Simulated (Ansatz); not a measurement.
Write the native input for Ansatz 0.2.0 that does the following.

| Property | Result |
| --- | --- |
| Task | single point |
| Functional | PBEsol |
| Potentials or basis | Ansatz PAW |
| Cutoff | 420 eV (not typed: the program's choice for these potentials) |
| k mesh | 11 × 11 × 11 |
| Occupations | fermi-dirac, width 0.05 eV |
| Spin | collinear spin, ferromagnetic start |
| Starting moments | [1.5] μB |
| Fixed moment | 1.5 μB |

Crystal: Ni.

```
CELL_PARAMETERS angstrom
0.00000 1.73757 1.73757
1.73757 0.00000 1.73757
1.73757 1.73757 0.00000
ATOMIC_POSITIONS crystal
Ni 0.00000 0.00000 0.00000
```

One way to write it, as run:

input.yaml

```yaml
crystal:
  lattice:
    - [0.0, 1.737572933, 1.737572933]
    - [1.737572933, 0.0, 1.737572933]
    - [1.737572933, 1.737572933, 0.0]
  atoms:
    - { symbol: Ni, position: [0.0, 0.0, 0.0], spin: 1.5 }
hamiltonian:
  xc: pbesol
  pseudopotentials: { kind: paw }
magnetization:
  spin_polarized: true
  initial_magnetization: 1.5
  spin_locking: { lock_magnetization: hard }
kpoints:
  mp_grid: { grid: [11, 11, 11] }
scf:
  occupations: { method: fermi_dirac, width: 0.05 }
  lower_state_search: "off"
output:
  forces: true
  stress: true
  eigenvalues: true
```

Potentials or basis: Ansatz PAW.

Run with:

```bash
$ ansatz run input.yaml --threads 2 --pin off --max-ram 5632MiB --backend cpu --events-out ev --progress --plain --runs-dir out
```

It gave:

```
Pressure        : 10.7 GPa
Net moment      : 1.50 μB per cell
Absolute moment : 1.50 μB per cell
Site moments    : Ni +1.42 μB
```

Caveat: the total moment is fixed, so each spin has its own Fermi level; the PAW data sets come from PBE, with cores solved anew for the run's functional, which leaves a small shift of forces and pressure; the thresholds are loose for stress.

It took 0.82 s on 2 threads of Arm Neoverse V2, with other jobs on the host, peak memory 0.25 GiB.
